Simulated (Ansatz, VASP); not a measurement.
One calculation of SrO, two programs

```xyz
2
Lattice="0.0000 2.6422 2.4308 2.6422 0.0000 2.4308 2.6422 2.6422 0.0000" Properties=species:S:1:pos:R:3 pbc="T T T"
Sr    0.0000    0.0000    0.0000
O     2.6422    2.6422    2.4308
```

Alike in both runs: task single point; functional PBE; k mesh 8 × 8 × 8; occupations gaussian, width 0.05 eV; no spin polarisation.

|  | VASP | Ansatz |
| --- | --- | --- |
| version | VASP 6.6.1 | Ansatz 0.2.0 |
| potentials or method | VASP PAW PBE potentials, release 64 (Sr_sv, O) | scalar-relativistic, plane waves, PAW |
| plane-wave cutoff (eV) | 520 | 420 |
| valence electrons in the cell | 16 | 16 |

VASP gave:

- gap on the k mesh at the Fermi level (eV): 2.81
- least direct gap on the mesh (eV): 3.10
- pressure (GPa): 5.1
- largest component of the traceless stress (GPa): 9.47

What did Ansatz give for the same quantities?

gap on the k mesh at the Fermi level (eV): 2.87; least direct gap on the mesh (eV): 3.12; pressure (GPa): 4.5; largest component of the traceless stress (GPa): 8.96.

The functional is the same, so the differences come from potentials, cutoffs and numerics.

A k mesh can miss the band edges. A hybrid or GW would open this gap; PBE tends to underestimate it.
